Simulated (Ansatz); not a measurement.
# HfO2 under changes of volume

One of the cells (11.532 Å³/atom); the others are scaled copies at fixed shape and fractional positions:

```
Hf O
1.0
     5.11800    0.00000    0.00000
     0.00000    5.18570    0.00000
    -0.85866    0.00000    5.21387
Hf O
4 8
Cartesian
  0.8021 2.3870 3.6914
  3.0279 4.9798 4.1294
  3.4573 2.7987 1.5224
  1.2314 0.2059 1.0845
  -0.3473 0.8733 4.4146
  4.1773 3.4661 3.4062
  4.6066 4.3124 0.7993
  0.0821 1.7196 1.8076
  1.4549 3.8473 5.1101
  2.3751 1.2544 2.7107
  2.8045 1.3384 0.1038
  1.8842 3.9313 2.5032
```

* Program: Ansatz 0.2.0
* Functional: PBE
* Potentials or basis: Ansatz PAW
* Cutoff: 420 eV (not typed: the program's choice for these potentials)
* k mesh: 5 × 5 × 5
* Occupations: fermi-dirac, width 0.05 eV
* Spin: no spin polarisation

| volume (Å³/atom) | energy over the lowest point (meV/atom) | pressure (GPa) | gap on the mesh (eV) | largest force (eV/Å) |
| --- | --- | --- | --- | --- |
| 10.840 | ? | ? | ? | ? |
| 11.070 | 37.64 | 17.3 | 4.34 | 0.618 |
| 11.301 | 17.13 | 11.3 | 4.27 | 0.545 |
| 11.532 | 4.87 | 5.9 | 4.21 | 0.482 |
| 11.762 | 0.00 | 1.0 | 4.14 | 0.427 |
| 11.993 | 1.81 | -3.4 | 4.07 | 0.380 |
| 12.223 | 9.68 | -7.4 | 4.00 | 0.344 |

What does the run at 10.840 Å³/atom give?

Energy over the lowest point 67.16 meV/atom; pressure 23.9 GPa; gap on the mesh 4.42 eV; largest force 0.698 eV/Å.

Worked out: A Birch-Murnaghan fit of order 3 (a polynomial in V^(-2/3)) to the other rows has its minimum at 11.81 Å³/atom with B0 = V·E''(V) = 233 GPa and B' = 4.1 at fixed shape and positions, which overstates the stiffness. It gives 67.06 meV/atom at 10.840 Å³/atom, against the run's 67.16, and -dE/dV = 23.8 GPa, against 23.9. A straight line through the other rows of the gap, of slope -3.42 eV per unit of ln V, extrapolates to 4.41 eV, against the run's 4.42.

Energies are extrapolated to zero smearing.

Caveats: odd divisions of the mesh miss points on the zone boundary, where band edges often lie, so the gap on the mesh can be too wide; spin-orbit coupling is left out, which moves the levels of the heavy elements.

A mesh can miss the band edges.
